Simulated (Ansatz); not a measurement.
# CdTe: equilibrium volume by level of theory

**What was measured.** The equilibrium volume of CdTe (F-43m) is reported as 34.02 Å³/atom at 300 K (a printed reference work). The runs below try to reproduce it.

```cif
data_structure
_symmetry_space_group_name_H-M 'F-43m'
_symmetry_Int_Tables_number 216
_cell_length_a 6.4100
_cell_length_b 6.4100
_cell_length_c 6.4100
_cell_angle_alpha 90.000
_cell_angle_beta 90.000
_cell_angle_gamma 90.000
_cell_volume 263.37
loop_
_atom_site_label
_atom_site_type_symbol
_atom_site_symmetry_multiplicity
_atom_site_Wyckoff_symbol
_atom_site_fract_x
_atom_site_fract_y
_atom_site_fract_z
_atom_site_occupancy
Te1 Te 4 c 0.25000 0.25000 0.25000 1
Cd1 Cd 4 a 0.00000 0.00000 0.00000 1
```

| rung | level | program and potentials | cutoff (eV) | k mesh | smearing | task | core time | chip | equilibrium volume (Å³/atom) | miss | notes |
| --- | --- | --- | --- | --- | --- | --- | --- | --- | --- | --- | --- |
| GGA + dispersion | PBE+D4 | Ansatz, Ansatz PAW | 420 | 7 × 7 × 7 | fermi-dirac 0.05 | relaxation of cell and atoms | 12 s | Intel Xeon 6975P-C Granite Rapids | 34.57 | +1.6 % | - |
| non-local van der Waals functional | rPW86-PBE+rVV10 | Ansatz, Ansatz PAW | 420 | 7 × 7 × 7 | fermi-dirac 0.05 | relaxation of cell and atoms | 21 s | Arm Neoverse V1 | 36.27 | +6.6 % | potentials made for PBE, which Ansatz adapts in part |
| GGA + dispersion | RPBE+D3(BJ) | Ansatz, Ansatz PAW | 420 | 7 × 7 × 7 | fermi-dirac 0.05 | relaxation of cell and atoms | 25 s | Intel Xeon | 30.96 | -9.0 % | potentials made for PBE, which Ansatz adapts in part |
| GGA | PBE | Ansatz, Ansatz PAW | 420 | 7 × 7 × 7 | fermi-dirac 0.05 | relaxation of cell and atoms | 26 s | Intel Xeon | 36.22 | +6.5 % | - |
| GGA + dispersion | revPBE+D4 | Ansatz, Ansatz PAW | 420 | 7 × 7 × 7 | fermi-dirac 0.05 | equation of state | 27 s | Intel Xeon Platinum 8259CL Skylake/Cascade Lake | 34.53 | +1.5 % | potentials made for PBE, which Ansatz adapts in part |
| GGA | PBEsol | Ansatz, Ansatz PAW | 420 | 7 × 7 × 7 | fermi-dirac 0.05 | relaxation of cell and atoms | 28 s | Intel Xeon | 34.16 | +0.4 % | potentials made for PBE, which Ansatz adapts in part |
| meta-GGA | r2SCAN | Ansatz, Ansatz PAW | 500 | 7 × 7 × 7 | fermi-dirac 0.05 | relaxation of cell and atoms | 51 s | Intel Xeon Platinum 8259CL Skylake/Cascade Lake | 35.22 | +3.5 % | potentials made for PBE, which Ansatz adapts in part |
| meta-GGA + dispersion | r2SCAN+D3(BJ) | Ansatz, Ansatz PAW | 500 | 7 × 7 × 7 | fermi-dirac 0.05 | equation of state | 56 s | Arm Neoverse V1 | 34.61 | +1.7 % | potentials made for PBE, which Ansatz adapts in part |
| hybrid | PBEsol0 | Ansatz, Ansatz PAW | 420 | 4 × 4 × 4 | fermi-dirac 0.05 | relaxation of cell and atoms | 2.3 min | Intel Xeon | 34.03 | +0.0 % | coarse mesh; potentials made for PBE, which Ansatz adapts in part |
| hybrid | B3LYP | Ansatz, Ansatz PAW | 420 | 4 × 4 × 4 | fermi-dirac 0.05 | relaxation of cell and atoms | 2.7 min | Intel Xeon | 37.32 | +9.7 % | coarse mesh; potentials made for PBE, which Ansatz adapts in part |
| hybrid | r2SCAN50 | Ansatz, Ansatz PAW | 500 | 4 × 4 × 4 | fermi-dirac 0.05 | equation of state | 5.8 min | Arm Neoverse V1 | 34.54 | +1.5 % | coarse mesh; potentials made for PBE, which Ansatz adapts in part |

Times are single runs on shared hosts and different chips, so they are rough; meshes, cutoffs and the tasks' sizes weigh on the time. All rows: no spin polarisation. Smearing widths are in eV. Meshes differ between rows, which moves values too. Meshes are those of the run's cell of 2 atoms unless a note names another. Relaxations start from the cell shown or near it and stop with a little pressure left. The cell shown, of 32.92 Å³ an atom, is the runs' start and not the measured value. Misses use the values as printed. Runs on faulty files, with rough fits or with known faults for this quantity aren't shown. No row holds spin-orbit coupling.

By rung: GGA + dispersion 30.96 to 34.57; GGA 34.16 to 36.22; non-local van der Waals functional 36.27; meta-GGA 35.22; meta-GGA + dispersion 34.61; hybrid on coarse meshes 34.03 to 37.32 (Å³/atom). Measured: 34.02 Å³/atom at 300 K (a printed reference work). Closest, coarse meshes and atomic bases left aside, is PBEsol (+0.4 %), and PBE misses by +6.5 % on plain settings. The runs are for a static lattice, while measurements hold temperature and zero-point motion.
